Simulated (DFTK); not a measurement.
# Hf under changes of volume

One of the cells (21.882 Å³/atom); the others are scaled copies at fixed shape and fractional positions:

```
Hf
1.0
     0.00000    2.22000    2.22000
     2.22000    0.00000    2.22000
     2.22000    2.22000    0.00000
Hf
1
Cartesian
  0.0000 0.0000 0.0000
```

This isn't the form of Hf at room conditions, which is hcp.

```yaml
Program: DFTK 0.8.2
Functional: PBE
Potentials_or_basis: dojo.nc.sr.pbe.v0_4_1.standard.upf (PBE)
Cutoff: 952 eV
k_mesh: 10 × 10 × 10
Occupations: fermi-dirac, width 0.05 eV
Spin: no spin polarisation
```

```csv
volume (Å³/atom),energy over the lowest point (meV/atom),pressure (GPa)
20.569,61.98,11.2
21.007,35.53,8.2
21.444,16.87,5.6
21.882,5.25,3.1
22.320,0.00,1.0
22.757,?,?
23.195,6.17,-2.8
```

Task: What does the run at 22.757 Å³/atom give?

Result: Energy over the lowest point 0.50 meV/atom; pressure -1.0 GPa.

Worked out: A Birch-Murnaghan fit of order 3 (a polynomial in V^(-2/3)) to the other rows has its minimum at 22.50 Å³/atom with B0 = V·E''(V) = 104 GPa and B' = 4.2. It gives 0.48 meV/atom at 22.757 Å³/atom, against the run's 0.50, and -dE/dV = -1.2 GPa, against -1.0.

Energies are extrapolated to zero smearing.
